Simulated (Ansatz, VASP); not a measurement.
# PbSe in VASP and in Ansatz

```
Pb Se
1.0
     0.00000    3.45036    3.45036
     3.45036    0.00000    3.45036
     3.45036    3.45036    0.00000
Pb Se
1 1
Direct
  0.00000 0.00000 0.00000
  0.25000 0.25000 0.25000
```

Alike in both runs: task single point; functional PBE; k mesh 11 × 11 × 11; occupations fermi-dirac, width 0.01 eV; no spin polarisation.

```csv
,VASP,Ansatz
version,VASP 6.6.1,Ansatz 0.2.0
potentials or method,"VASP PAW PBE potentials, release 64 (Pb_d, Se), cutoff 520 eV","all-electron LAPW, scalar-relativistic"
```

```csv
,VASP,Ansatz,Ansatz less VASP
gap on the k mesh at the Fermi level (eV),0.75,0.75,-0.002
pressure (GPa),0.0,0.0,+0.02
```

Ansatz ran all-electron here, so the differences hold the error of VASP's frozen core and of both bases.

Caveats: spin-orbit coupling is left out, which as a rule narrows the gap of such compounds by several tenths of an eV; an odd mesh through Γ misses points on the zone boundary, where band edges often lie.
